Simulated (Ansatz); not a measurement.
## Si$_{2}$W: eigenvalues along the path

```
CELL_PARAMETERS angstrom
-1.60600 1.60600 3.94000
1.60600 -1.60600 3.94000
1.60600 1.60600 -3.94000
ATOMIC_POSITIONS crystal
Si 0.33300 0.33300 0.00000
Si 0.66700 0.66700 0.00000
W 0.00000 0.00000 0.00000
```

Atom numbers follow the list: Si1, Si2, W3.

The cell is COD entry 1010283, as deposited and not checked against the literature; nothing was relaxed. It differs from other determinations.

Spin–orbit coupling is left out, though it moves levels of the heavy atoms by tenths of an eV or more.

Computed with DFT, PBE, all-electron LAPW, scalar-relativistic in Ansatz 0.2.0.

Settings: a Γ-centred 11×11×14 k mesh, Fermi–Dirac smearing of 0.05 eV, basis error target 1 meV/atom, no spin polarisation; this mesh doesn't keep the crystal's whole symmetry, which leaves small spurious terms.

Path points, in fractions of the reciprocal vectors: Γ (0.000, 0.000, 0.000), X (0.000, 0.000, 0.500), P (0.250, 0.250, 0.250), N (0.000, 0.500, 0.000), M (0.500, 0.500, -0.500), S (0.292, 0.708, -0.292), S0 (-0.292, 0.292, 0.292). Levels in eV from the Fermi level; bands 25 to 36, counted from the lowest band of the run. The gap is zero.

```
# k(1/Å) point b25 b26 b27 b28 b29 b30 b31 b32 b33 b34 b35 b36
0.000 Γ -14.08 -6.83 -3.87 -3.30 -2.87 -2.87 0.65 2.66 2.86 3.17 3.17 4.51
0.099 - -14.04 -6.79 -4.02 -3.29 -2.98 -2.71 0.43 2.59 3.00 3.20 3.21 4.51
0.198 - -13.92 -6.68 -4.34 -3.29 -3.26 -2.39 -0.13 2.45 3.28 3.31 3.34 4.48
0.296 - -13.72 -6.50 -4.66 -3.71 -3.21 -2.09 -0.85 2.33 3.41 3.44 3.73 4.38
0.395 - -13.44 -6.27 -4.95 -4.19 -3.14 -1.90 -1.62 2.34 3.55 3.60 4.02 4.21
0.494 - -13.09 -6.03 -5.20 -4.67 -3.04 -2.31 -1.85 2.50 3.69 3.79 3.92 4.14
0.593 - -12.67 -5.85 -5.40 -5.13 -2.91 -2.85 -1.92 2.78 3.51 3.78 4.01 4.16
0.692 - -12.20 -5.82 -5.56 -5.54 -3.12 -2.76 -2.10 2.94 3.08 3.80 4.12 4.23
0.790 - -11.69 -5.99 -5.94 -5.63 -3.14 -2.58 -2.31 2.31 3.28 3.75 4.05 4.43
0.889 - -11.15 -6.27 -6.25 -5.68 -3.08 -2.55 -2.39 1.79 3.31 3.64 3.97 4.47
0.988 - -10.62 -6.55 -6.48 -5.68 -3.18 -2.78 -2.20 1.60 3.18 3.47 3.89 4.32
1.087 - -10.14 -6.76 -6.59 -5.66 -3.55 -2.98 -2.01 1.81 2.98 3.29 3.83 4.19
1.186 - -9.77 -6.92 -6.52 -5.62 -4.12 -3.15 -1.85 2.32 2.79 3.13 3.77 4.12
1.284 - -9.54 -7.01 -6.26 -5.59 -4.72 -3.26 -1.75 2.66 2.87 3.01 3.74 4.18
1.383 X -9.47 -7.04 -6.05 -5.58 -5.06 -3.30 -1.71 2.61 2.97 3.10 3.73 4.31
1.412 - -9.47 -7.04 -6.05 -5.63 -5.00 -3.29 -1.71 2.52 2.97 3.16 3.73 4.31
1.440 - -9.47 -7.03 -6.06 -5.74 -4.87 -3.27 -1.73 2.32 2.97 3.27 3.74 4.30
1.469 - -9.46 -7.02 -6.09 -5.86 -4.71 -3.24 -1.75 2.09 2.97 3.37 3.75 4.29
1.497 - -9.45 -7.01 -6.12 -6.00 -4.53 -3.20 -1.78 1.83 2.97 3.45 3.76 4.28
1.526 - -9.44 -6.99 -6.15 -6.12 -4.35 -3.15 -1.82 1.57 2.97 3.51 3.77 4.26
1.554 - -9.43 -6.96 -6.24 -6.20 -4.16 -3.08 -1.86 1.31 2.97 3.56 3.79 4.24
1.583 - -9.42 -6.93 -6.35 -6.25 -3.97 -3.01 -1.91 1.05 2.97 3.59 3.81 4.22
1.611 - -9.40 -6.90 -6.44 -6.30 -3.79 -2.94 -1.97 0.81 2.97 3.61 3.83 4.19
1.640 - -9.39 -6.86 -6.53 -6.35 -3.61 -2.86 -2.04 0.58 2.97 3.63 3.86 4.16
1.668 - -9.38 -6.82 -6.60 -6.41 -3.45 -2.78 -2.11 0.37 2.97 3.64 3.89 4.13
1.696 - -9.37 -6.78 -6.66 -6.46 -3.31 -2.69 -2.18 0.20 2.97 3.65 3.91 4.10
1.725 - -9.36 -6.73 -6.70 -6.52 -3.20 -2.60 -2.26 0.06 2.97 3.66 3.94 4.07
1.753 - -9.36 -6.72 -6.68 -6.58 -3.13 -2.52 -2.34 -0.02 2.97 3.66 3.98 4.04
1.782 P -9.36 -6.73 -6.63 -6.63 -3.11 -2.43 -2.43 -0.05 2.97 3.66 4.01 4.01
1.852 - -9.36 -7.12 -6.62 -6.21 -3.08 -2.51 -2.42 0.00 2.88 3.48 3.97 4.32
1.922 - -9.38 -7.54 -6.58 -5.74 -3.02 -2.73 -2.39 0.11 2.67 3.37 3.89 4.79
1.991 - -9.41 -7.93 -6.51 -5.25 -3.03 -2.91 -2.34 0.22 2.49 3.33 3.78 5.27
2.061 - -9.45 -8.29 -6.42 -4.76 -3.38 -2.76 -2.29 0.26 2.43 3.34 3.68 5.72
2.131 - -9.50 -8.63 -6.29 -4.30 -3.73 -2.58 -2.25 0.24 2.49 3.38 3.61 6.12
2.201 - -9.56 -8.93 -6.15 -4.14 -3.81 -2.38 -2.19 0.21 2.60 3.47 3.58 6.50
2.271 - -9.61 -9.20 -5.97 -4.46 -3.46 -2.27 -2.04 0.26 2.68 3.62 3.62 6.61
2.341 - -9.67 -9.44 -5.78 -4.77 -3.17 -2.28 -1.78 0.41 2.73 3.72 3.81 6.06
2.411 - -9.73 -9.64 -5.58 -5.05 -2.98 -2.33 -1.50 0.71 2.75 3.88 4.00 5.52
2.481 - -9.81 -9.78 -5.37 -5.29 -2.88 -2.42 -1.20 1.12 2.75 4.11 4.15 5.02
2.550 - -9.95 -9.82 -5.48 -5.18 -2.83 -2.52 -0.92 1.60 2.74 4.26 4.37 4.59
2.620 - -10.04 -9.85 -5.62 -5.02 -2.82 -2.62 -0.68 2.11 2.74 4.22 4.31 4.69
2.690 - -10.10 -9.86 -5.70 -4.90 -2.82 -2.69 -0.51 2.52 2.73 3.99 4.31 4.96
2.760 N -10.12 -9.87 -5.73 -4.86 -2.82 -2.72 -0.45 2.71 2.72 3.90 4.29 5.08
2.835 - -10.49 -9.49 -5.72 -4.85 -2.80 -2.70 -0.51 2.63 2.79 3.74 4.35 5.11
2.911 - -10.95 -9.02 -5.69 -4.80 -2.76 -2.64 -0.66 2.41 2.98 3.42 4.41 5.22
2.986 - -11.40 -8.56 -5.66 -4.69 -2.71 -2.54 -0.87 2.13 3.06 3.24 4.43 5.38
3.062 - -11.83 -8.13 -5.64 -4.53 -2.64 -2.42 -1.09 1.83 2.74 3.54 4.45 5.51
3.137 - -12.23 -7.74 -5.61 -4.31 -2.59 -2.28 -1.29 1.57 2.48 3.83 4.47 5.57
3.213 - -12.60 -7.40 -5.55 -4.06 -2.55 -2.19 -1.39 1.38 2.28 4.09 4.48 5.50
3.288 - -12.94 -7.14 -5.43 -3.82 -2.54 -2.22 -1.31 1.30 2.18 4.28 4.46 5.33
3.364 - -13.23 -6.97 -5.25 -3.61 -2.55 -2.34 -1.09 1.34 2.15 4.38 4.41 5.10
3.439 - -13.49 -6.87 -4.99 -3.45 -2.59 -2.48 -0.78 1.51 2.21 4.17 4.42 4.91
3.514 - -13.70 -6.83 -4.70 -3.36 -2.65 -2.61 -0.44 1.79 2.34 3.84 4.27 4.79
3.590 - -13.87 -6.82 -4.40 -3.31 -2.72 -2.71 -0.07 2.11 2.54 3.47 3.96 4.71
3.665 - -13.99 -6.82 -4.14 -3.30 -2.80 -2.78 0.27 2.40 2.80 3.16 3.60 4.62
3.741 - -14.06 -6.83 -3.94 -3.30 -2.85 -2.84 0.55 2.59 2.94 3.06 3.29 4.54
3.816 Γ -14.08 -6.83 -3.87 -3.30 -2.87 -2.87 0.65 2.66 2.86 3.17 3.17 4.51
3.873 - -14.07 -6.90 -3.80 -3.31 -2.86 -2.86 0.66 2.54 2.89 3.12 3.12 4.64
3.930 - -14.03 -7.08 -3.63 -3.33 -2.82 -2.82 0.66 2.28 2.97 2.97 2.97 4.96
3.987 - -13.96 -7.35 -3.39 -3.37 -2.76 -2.76 0.67 1.97 2.76 2.76 3.10 5.33
4.044 - -13.86 -7.67 -3.41 -3.13 -2.68 -2.68 0.68 1.70 2.50 2.50 3.28 5.69
4.101 - -13.73 -8.02 -3.46 -2.88 -2.58 -2.58 0.70 1.51 2.20 2.20 3.51 5.99
4.158 - -13.58 -8.39 -3.52 -2.68 -2.45 -2.45 0.72 1.43 1.89 1.89 3.77 6.23
4.215 - -13.40 -8.77 -3.58 -2.54 -2.30 -2.30 0.74 1.49 1.56 1.56 4.07 6.38
4.272 - -13.20 -9.15 -3.63 -2.48 -2.14 -2.14 0.76 1.23 1.23 1.67 4.39 6.45
4.329 - -12.98 -9.52 -3.68 -2.48 -1.95 -1.95 0.78 0.89 0.89 1.99 4.73 6.43
4.386 - -12.74 -9.89 -3.73 -2.52 -1.74 -1.74 0.56 0.56 0.79 2.39 5.07 6.30
4.443 - -12.48 -10.24 -3.76 -2.56 -1.51 -1.51 0.24 0.24 0.81 2.87 5.41 6.03
4.500 - -12.23 -10.57 -3.79 -2.61 -1.27 -1.27 -0.07 -0.07 0.82 3.39 5.63 5.70
4.557 - -12.01 -10.83 -3.81 -2.64 -1.03 -1.03 -0.36 -0.36 0.82 3.92 5.15 5.91
4.614 M -11.91 -10.94 -3.81 -2.65 -0.87 -0.87 -0.53 -0.53 0.83 4.29 4.79 5.99
4.672 - -11.90 -10.93 -3.83 -2.70 -0.90 -0.84 -0.56 -0.53 0.85 4.32 4.84 6.00
4.730 - -11.88 -10.88 -3.90 -2.82 -0.98 -0.76 -0.64 -0.51 0.91 4.41 4.95 5.99
4.788 - -11.83 -10.80 -4.05 -2.93 -1.10 -0.77 -0.65 -0.49 1.01 4.54 5.10 5.84
4.847 - -11.76 -10.68 -4.31 -3.00 -1.25 -0.93 -0.51 -0.46 1.14 4.71 5.18 5.56
4.905 - -11.68 -10.54 -4.67 -3.00 -1.42 -1.11 -0.42 -0.35 1.29 4.88 4.91 5.55
4.963 - -11.58 -10.37 -5.10 -2.96 -1.59 -1.31 -0.38 -0.17 1.46 4.42 5.12 5.67
5.021 - -11.46 -10.18 -5.56 -2.90 -1.77 -1.50 -0.33 0.04 1.64 3.96 5.33 5.81
5.080 - -11.32 -9.96 -6.04 -2.84 -1.94 -1.70 -0.29 0.27 1.84 3.53 5.52 5.95
5.138 - -11.16 -9.72 -6.52 -2.79 -2.10 -1.88 -0.25 0.53 2.06 3.15 5.64 5.65
5.196 - -10.98 -9.48 -6.99 -2.76 -2.24 -2.06 -0.22 0.80 2.30 2.84 5.27 5.61
5.254 - -10.79 -9.24 -7.42 -2.76 -2.37 -2.21 -0.22 1.07 2.56 2.61 4.95 5.41
5.313 - -10.58 -9.08 -7.75 -2.81 -2.48 -2.35 -0.23 1.34 2.48 2.84 4.68 5.10
5.371 - -10.35 -9.10 -7.86 -2.91 -2.57 -2.47 -0.27 1.56 2.47 3.14 4.48 4.77
5.429 S -10.11 -9.35 -7.72 -3.05 -2.63 -2.57 -0.35 1.72 2.58 3.45 4.33 4.43
5.491 - -10.04 -9.48 -7.57 -3.15 -2.65 -2.63 -0.38 1.83 2.65 3.46 4.31 4.44
5.552 - -10.01 -9.60 -7.32 -3.33 -2.71 -2.67 -0.41 2.03 2.76 3.31 4.22 4.79
5.614 - -10.02 -9.70 -7.00 -3.61 -2.76 -2.68 -0.43 2.28 2.91 3.12 4.16 5.22
5.675 - -10.05 -9.78 -6.64 -3.95 -2.79 -2.70 -0.45 2.49 2.96 3.16 4.13 5.67
5.737 - -10.08 -9.83 -6.26 -4.32 -2.81 -2.71 -0.45 2.62 2.83 3.50 4.13 5.43
5.798 - -10.11 -9.86 -5.91 -4.68 -2.81 -2.72 -0.45 2.69 2.75 3.81 4.19 5.21
5.860 - -10.12 -9.87 -5.73 -4.86 -2.82 -2.72 -0.45 2.71 2.72 3.90 4.29 5.08
5.921 - -10.11 -9.86 -5.91 -4.68 -2.81 -2.72 -0.45 2.69 2.75 3.81 4.19 5.21
5.983 - -10.08 -9.83 -6.26 -4.32 -2.81 -2.71 -0.45 2.62 2.83 3.50 4.13 5.43
6.044 - -10.05 -9.78 -6.64 -3.95 -2.79 -2.70 -0.45 2.49 2.96 3.16 4.13 5.67
6.106 - -10.02 -9.70 -7.00 -3.61 -2.76 -2.68 -0.43 2.28 2.91 3.12 4.16 5.22
6.167 - -10.01 -9.60 -7.32 -3.33 -2.71 -2.67 -0.41 2.03 2.76 3.31 4.22 4.79
6.229 - -10.04 -9.48 -7.57 -3.15 -2.65 -2.63 -0.38 1.83 2.65 3.46 4.31 4.44
6.290 S0 -10.11 -9.35 -7.72 -3.05 -2.63 -2.57 -0.35 1.72 2.58 3.45 4.33 4.43
6.372 - -9.87 -9.74 -7.31 -3.32 -2.68 -2.67 -0.50 1.90 2.81 3.93 3.97 4.22
6.453 - -10.42 -9.33 -6.82 -3.64 -2.75 -2.67 -0.71 2.07 2.98 3.54 4.21 4.46
6.535 - -10.95 -8.90 -6.30 -3.98 -2.79 -2.60 -0.96 2.24 2.99 3.16 4.29 5.02
6.616 - -11.46 -8.43 -5.81 -4.30 -2.80 -2.49 -1.22 2.25 2.83 3.01 4.42 5.62
6.698 - -11.93 -7.94 -5.46 -4.47 -2.79 -2.31 -1.49 2.04 2.55 3.18 4.59 6.27
6.779 - -12.36 -7.42 -5.47 -4.32 -2.77 -2.09 -1.76 1.76 2.35 3.43 4.77 6.18
6.860 - -12.75 -6.89 -5.69 -3.97 -2.74 -2.00 -1.81 1.56 2.21 3.69 4.95 5.64
6.942 - -13.10 -6.34 -5.96 -3.66 -2.72 -2.22 -1.48 1.49 2.15 3.93 5.10 5.11
7.023 - -13.39 -6.20 -5.79 -3.44 -2.71 -2.41 -1.10 1.60 2.16 4.13 4.57 5.24
7.105 - -13.64 -6.42 -5.25 -3.32 -2.72 -2.58 -0.69 1.88 2.24 4.07 4.30 5.10
7.186 - -13.83 -6.60 -4.74 -3.28 -2.74 -2.70 -0.26 2.27 2.36 3.61 4.41 4.42
7.268 - -13.97 -6.72 -4.30 -3.28 -2.79 -2.79 0.16 2.49 2.69 3.22 3.81 4.48
7.349 - -14.06 -6.80 -3.99 -3.29 -2.85 -2.84 0.51 2.61 2.96 3.03 3.35 4.51
7.431 Γ -14.08 -6.83 -3.87 -3.30 -2.87 -2.87 0.65 2.66 2.86 3.17 3.17 4.51
```
